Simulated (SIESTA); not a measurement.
Here is a SIESTA 5.4.2 calculation.

The input Au.fdf:

```
SystemName                      Au
SystemLabel                     Au
NumberOfSpecies                 1
NumberOfAtoms                   2
%block ChemicalSpeciesLabel
  1  79 Au
%endblock ChemicalSpeciesLabel

LatticeConstant                 1.0 Ang
%block LatticeVectors
     1.4113099650    -2.5559330250     0.0000000000
     1.4113099650     2.5559330250     0.0000000000
     0.0000000000     0.0000000000     4.8931696100
%endblock LatticeVectors
AtomicCoordinatesFormat         Fractional
%block AtomicCoordinatesAndAtomicSpecies
     0.3346720300     0.6653279700     0.2500000000  1  Au
     0.6653279700     0.3346720300     0.7500000000  1  Au
%endblock AtomicCoordinatesAndAtomicSpecies

%block kgrid.MonkhorstPack
   11   0   0  0.0
    0  11   0  0.0
    0   0   6  0.0
%endblock kgrid.MonkhorstPack
XC.Functional                   GGA
XC.Authors                      PBEsol
PAO.BasisSize                   DZP
PAO.EnergyShift                 0.003 Ry
Mesh.Cutoff                     800 Ry
OccupationFunction              FD
ElectronicTemperature           0.05 eV
MaxSCFIterations                120
SCF.MustConverge                false
SCF.Mixer.Method                Pulay
SCF.Mixer.Weight                0.25
SCF.Mixer.History               8
SCF.DM.Tolerance                5.0e-05
SCF.H.Tolerance                 1.0e-03 eV
WriteForces                     true
Charge.Mulliken                 end
%block PAO.Basis
  Au 5
  n=5 0 2
    2.662 0.000
  n=6 0 2
    6.968 0.000
  n=5 1 2
    3.170 0.000
  n=6 1 1
    6.968
  n=5 2 2
    5.436 0.000
%endblock PAO.Basis
```

Potentials or basis: PseudoDojo 0.4 standard (PBEsol files), DZP (energy shift 0.003 Ry; two zetas on semicore shells).

Command:

```sh
$ siesta < Au.fdf > Au.out 2>&1
```

Problem. What does it give for the largest force?

Solution. 0.041 eV/Å.

Problem. What does it give for the band gap on the k mesh?

Solution. None (metal or under the smearing width).

Problem. Predict the pressure.

Solution. -3.9 GPa.

Forces in eV/Å, atoms in the order of the input:
```
Au   0.000 -0.041  0.000
Au   0.000  0.041  0.000
```

Caveat: short orbitals over semicore shells can move pressures by several GPa; the basis of atomic orbitals isn't converged, which shifts pressures, moduli and gaps. Spin-orbit coupling is left out, which matters for the levels of Au.
